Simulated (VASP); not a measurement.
# Ge (P6_522) in VASP: a series of runs, part 2 of 2

VASP 6.6.1. Earlier steps stand in the parts before.

## Step 4: Relaxation of cell and atoms, PBE

This run uses another cell than the first one, of 20.34 Å³/atom, 0.864 times its volume.

Input file INCAR:

```
PREC = Accurate
ENCUT = 600
EDIFF = 1E-6
ISMEAR = 0
SIGMA = 0.1
LREAL = False
LASPH = True
NELM = 100
ALGO = Fast
ISIF = 3
LWAVE = False
LCHARG = False
GGA = PE
IBRION = 2
NSW = 90
EDIFFG = -0.04
```

Input file KPOINTS:

```
regular mesh
0
Gamma
  3 3 6
```

Input file POSCAR:

```
Ge
1.0
    6.2055183200      0.0000000000      0.0000000000
   -3.1027591600      5.3741365100      0.0000000000
    0.0000000000      0.0000000000      3.6596589400
Ge
6
Direct
    0.6226507000      0.0000000000      0.0000000000
    0.0000000000      0.6226507000      0.6666666700
    0.3773493000      0.3773493000      0.3333333300
    0.3773493000      0.0000000000      0.5000000000
    0.0000000000      0.3773493000      0.1666666700
    0.6226507000      0.6226507000      0.8333333300
```

Potentials or basis: VASP PAW PBE potentials, release 64 (Ge_d).

Started as:

```bash
cat potpaw_PBE.64/Ge_d/POTCAR > POTCAR
mpirun -np 1 vasp_std > vasp.out
```

OUTCAR:

```text
PREC = Accurate
   ENCUT = 600
   EDIFF = 1E-6
   ISMEAR = 0
   LREAL = False
   LASPH = True
   NELM = 100
   ISIF = 3
   GGA = PE
   IBRION = 2
   NSW = 90
   EDIFFG = -0.04

 ion  position               nearest neighbor table
   1  0.623  0.000  0.000-   4 2.38   4 2.38   6 2.42   5 2.42
   2  0.000  0.623  0.667-   5 2.38   5 2.38   6 2.42   4 2.42
   3  0.377  0.377  0.333-   6 2.38   6 2.38   5 2.42   4 2.42
   4  0.377  0.000  0.500-   1 2.38   1 2.38   3 2.42   2 2.42
   5  0.000  0.377  0.167-   2 2.38   2 2.38   3 2.42   1 2.42
   6  0.623  0.623  0.833-   3 2.38   3 2.38   2 2.42   1 2.42

  LATTYP: Found a hexagonal cell.
 ALAT       =     6.2055183200
 C/A-ratio  =     0.5897426696

  Lattice vectors:

 A1 = (   6.2055183200,   0.0000000000,   0.0000000000)
 A2 = (  -3.1027591600,   5.3741365100,   0.0000000000)
[... 167 lines left out ...]

 number of electron      84.0000042 magnetization

 Free energy of the ion-electron system (eV)
  ---------------------------------------------------
  ext. energy  EPLUGINS =         0.00000000
  ---------------------------------------------------
  free energy    TOTEN  =       -25.64396736 eV

  energy without entropy =      -25.64181210  energy(sigma->0) =      -25.64288973

 E-fermi :   6.1025     XC(G=0): -10.5033

 val. band max:        5.7991271643   @ k =   0.0000   0.0000   0.0000
 cond. band min:       6.1033355786   @ k =   0.0000   0.0000   0.3333
 fundamental gap:      0.3042084143
 Fermi energy:         6.1025126496
[... 1516 lines left out ...]
--------------------------------------- Ionic step        7  -------------------------------------------

 number of electron      83.9999977 magnetization

 Free energy of the ion-electron system (eV)
  ---------------------------------------------------
  ext. energy  EPLUGINS =         0.00000000
  ---------------------------------------------------
  free energy    TOTEN  =       -26.34266213 eV

  energy without entropy =      -26.34016148  energy(sigma->0) =      -26.34141181

 E-fermi :   4.5280     XC(G=0):  -9.7859

 val. band max:        4.5200866359   @ k =   0.0000   0.0000   0.0000
 cond. band min:       4.9083390259   @ k =   0.3333   0.3333   0.1667
 fundamental gap:      0.3882523900
 Fermi energy:         4.5280314986
[... 667 lines left out ...]
  FREE ENERGIE OF THE ION-ELECTRON SYSTEM (eV)
  ---------------------------------------------------
  free  energy   TOTEN  =       -26.3426621298 eV

  energy  without entropy=      -26.3401614839  energy(sigma->0) =      -26.34141181

 reached required accuracy - stopping structural energy minimisation
```

OSZICAR:

```text
N       E                     dE             d eps       ncg     rms          rms(c)
DAV:   1     0.925143850990E+03    0.92514E+03   -0.43238E+04  1448   0.522E+03
DAV:   2     0.154629639891E+03   -0.77051E+03   -0.75096E+03  1200   0.106E+03
DAV:   3    -0.120016512862E+02   -0.16663E+03   -0.16375E+03  1252   0.265E+02
[... 80 lines left out ...]
RMM:   6    -0.263426802512E+02   -0.66331E-04   -0.62423E-04  1349   0.252E-01    0.317E-02
RMM:   7    -0.263426540166E+02    0.26235E-04   -0.21009E-04  1379   0.128E-01    0.671E-03
RMM:   8    -0.263426604596E+02   -0.64430E-05   -0.60687E-05  1526   0.462E-02    0.417E-03
RMM:   9    -0.263426618219E+02   -0.13623E-05   -0.65426E-06  1008   0.154E-02    0.102E-03
RMM:  10    -0.263426621298E+02   -0.30796E-06   -0.13288E-06   750   0.834E-03
   7 F= -.26342662E+02 E0= -.26341412E+02  d E =-.372668E-02
```

Wall time 5.8 min (1 thread of AMD EPYC 9R45 (Zen 5), shared host); peak memory 0.26 GiB.

Results:

```yaml
Free_energy: -26.3427 eV
Relaxed_volume: 23.54 Å³/atom
Relaxed_cell: a = 6.411 Å, b = 6.411 Å, c = 3.969 Å, α = 90.00°, β = 90.00°, γ = 120.00°
Space_group_after_relaxing_to_0.05_Å: P6_522 (No. 179)
Energy_gained_by_relaxing: 116.4 meV/atom
Ionic_steps: 7
Pressure_after_relaxing: 0.1 GPa
Band_gap_on_the_k_mesh: none (metal or under the smearing width)
```

Stress tensor (GPa, compression positive):
```
0.03 0.00 0.00
0.00 0.03 0.00
0.00 0.00 0.15
```

Step by step:
| step | energy change (eV) | largest force (eV/Å) | pressure (GPa) | volume (Å³) |
| --- | --- | --- | --- | --- |
| 1 | 0.0000 | 0.2887 | 11.54 | 122.05 |
| 2 | -0.5519 | 0.5370 | -3.10 | 149.72 |
| 3 | -0.6550 | 0.3969 | 0.21 | 140.66 |
| 4 | -0.6548 | 0.4070 | -0.04 | 141.05 |
| 5 | -0.6867 | 0.1671 | -0.32 | 141.94 |
| 6 | -0.6950 | 0.0034 | -0.45 | 142.68 |
| 7 | -0.6987 | 0.0003 | 0.07 | 141.25 |

Final structure:
```yaml
crystal:
  lattice:
    - [6.41078, 0.00000, 0.00000]
    - [-3.20539, 5.55189, 0.00000]
    - [0.00000, 0.00000, 3.96861]
  atoms:
    - { symbol: Ge, position: [0.61887, 0.00000, 0.00000] }
    - { symbol: Ge, position: [0.00000, 0.61887, 0.66667] }
    - { symbol: Ge, position: [0.38113, 0.38113, 0.33333] }
    - { symbol: Ge, position: [0.38113, 0.00000, 0.50000] }
    - { symbol: Ge, position: [0.00000, 0.38113, 0.16667] }
    - { symbol: Ge, position: [0.61887, 0.61887, 0.83333] }
```

Levels at points of the mesh, in eV from the Fermi level:
```csv
k point,band 40,band 41,band 42,band 43,band 44,band 45
"(0.00, 0.00, 0.00)",-0.81,-0.10,-0.01,-0.01,1.93,1.93
"(0.00, 0.00, 0.50)",-3.30,-2.85,-2.85,1.01,1.01,3.31
```

Caveat: the k mesh is coarse (spacing up to 0.39 Å⁻¹), so the values aren't converged; the volume moved by over 15 % at a fixed basis, so the end points are rough.

## Step 5: Summary

```csv
task,cell,k mesh,cutoff (eV),mesh quality,gap on the mesh (eV),pressure (GPa)
single point,"P6_522, 23.55 Å³/atom",6 × 6 × 10,520,not flagged,none,0.0
single point,"P6_522, 23.52 Å³/atom",3 × 3 × 6,520,coarse,none,0.2
relaxation of cell and atoms,relaxed,3 × 3 × 6,600,coarse,none,0.1
```

Alike in all rows: level PBE; potentials or basis VASP PAW PBE potentials, release 64 (Ge_d); no spin polarisation; smearing gaussian 0.1 eV.

Caveats: some runs use coarse meshes; the volume moved by over 15 % at a fixed basis, so the end points are rough (some runs).

Total energies depend on the potentials used, so only differences within one code and one set of settings carry meaning.
